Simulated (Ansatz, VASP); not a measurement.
This is a calculation of CdSe for Ansatz 0.2.0.

File input.yaml:

```yaml
crystal:
  lattice:
    - [0.0, 2.9117775739, 2.9117775739]
    - [2.9117775739, 0.0, 2.9117775739]
    - [2.9117775739, 2.9117775739, 0.0]
  atoms:
    - { symbol: Cd, position: [0.0, 0.0, 0.0] }
    - { symbol: Se, position: [0.5, 0.5, 0.5] }
kpoints:
  mp_grid: { grid: [8, 8, 8] }
scf:
  occupations: { method: fermi_dirac, width: 0.05 }
hamiltonian:
  xc: pbe
  pseudopotentials: { kind: all_electron, lapw: { basis_error: 0.0005 } }
output:
  forces: true
  stress: true
  eigenvalues: true
```

Potentials or basis: all-electron LAPW, scalar-relativistic.

Run with:

```console
$ ansatz run input.yaml --threads 1 --pin off --max-ram 2560MiB --backend cpu --events-out ev --progress --plain --runs-dir out
```

**Question.** Translate it to VASP 6.6.1. Potentials there: VASP PAW PBE potentials, release 64 (Cd, Se).

**Answer.** As run (the cutoff follows the program's own potentials):

File INCAR:

```
ALGO     = Normal         # electronic algorithm
EDIFF    = 1E-6           # SCF threshold, eV
ENCUT    = 520            # plane-wave cutoff, eV
GGA      = PE             # functional
ISIF     = 2              # what is computed and relaxed
ISMEAR   = -1             # smearing method
LASPH    = True           # aspherical terms in the spheres
LCHARG   = False          # write CHGCAR
LREAL    = False          # projectors in reciprocal space
LWAVE    = False          # write WAVECAR
NBANDS   = 16             # bands
NELM     = 100            # most SCF steps
PREC     = Accurate       # precision mode
SIGMA    = 0.05           # smearing width, eV
```

Contents of KPOINTS:

```
k-points
0
Gamma
  8 8 8
```

The input POSCAR:

```
CdSe
1.0
    0.0000000000      2.9117775739      2.9117775739
    2.9117775739      0.0000000000      2.9117775739
    2.9117775739      2.9117775739      0.0000000000
Cd Se
1 1
Direct
    0.0000000000      0.0000000000      0.0000000000
    0.5000000000      0.5000000000      0.5000000000
```

Potentials or basis: VASP PAW PBE potentials, release 64 (Cd, Se).

The run is started by

```console
$ cat potpaw_PBE.64/Cd/POTCAR potpaw_PBE.64/Se/POTCAR > POTCAR
$ mpirun -np 1 vasp_std > vasp.out
```

Both were run:

|  | VASP | Ansatz | Ansatz less VASP |
| --- | --- | --- | --- |
| gap on the k mesh at the Fermi level (eV) | none | none | - |
| pressure (GPa) | -2.1 | -2.4 | -0.27 |

A gap of «none» marks a metal or a gap that the smearing closes. Ansatz ran all-electron here, so the differences hold the error of VASP's frozen core and of both bases.
